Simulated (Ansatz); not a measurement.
Method: Ansatz 0.2.0, DFT PBE, scalar-relativistic, plane waves, PAW. All cells share a 420 eV cutoff and Γ-centred k meshes spaced at most about 0.3 Å⁻¹ (about 0.25 or finer for metals, 2π included). No spin polarisation in the final relaxations.

Temperature and zero-point effects are left out. All come from trial cells, and lower structures may exist.

Question: Order these relaxed structures of In by energy, lowest first, with the energy over the lowest of them.
A.

```
CELL_PARAMETERS angstrom
3.35336 0.00000 0.00000
-1.67668 2.90409 0.00000
0.00000 0.00000 8.65265
ATOMIC_POSITIONS crystal
In 0.66667 0.33333 0.67966
In 0.66667 0.33333 0.32034
In 0.00000 0.00000 0.00000
```

B.

```
CELL_PARAMETERS angstrom
2.94052 -1.70937 0.00000
2.94052 1.70937 0.00000
-1.78645 0.00000 8.22838
ATOMIC_POSITIONS crystal
In 0.50000 0.50000 0.00000
In 0.27541 0.27541 0.33450
In 0.72459 0.72459 0.66550
```

Answer: B (0 meV/atom), A (14 meV/atom). Forms: B C2/m; A P-6m2. Counting all near atoms (those within 1.25 times the shortest distance at each site; a slash parts the counts of unlike sites): B has In 12; A has In 10/12.

The k mesh leaves some 4 meV/atom of noise in the energy of each metallic cell. Cells relaxed within their symmetry can be saddle points. The C2/m cell of In came from shaking the P-6m2 one. The part of the Crystallography Open Database at hand lists In in space group No. 139, which no cell shown has. Some candidate types were left out of the draw beforehand, so a known form may be missing.
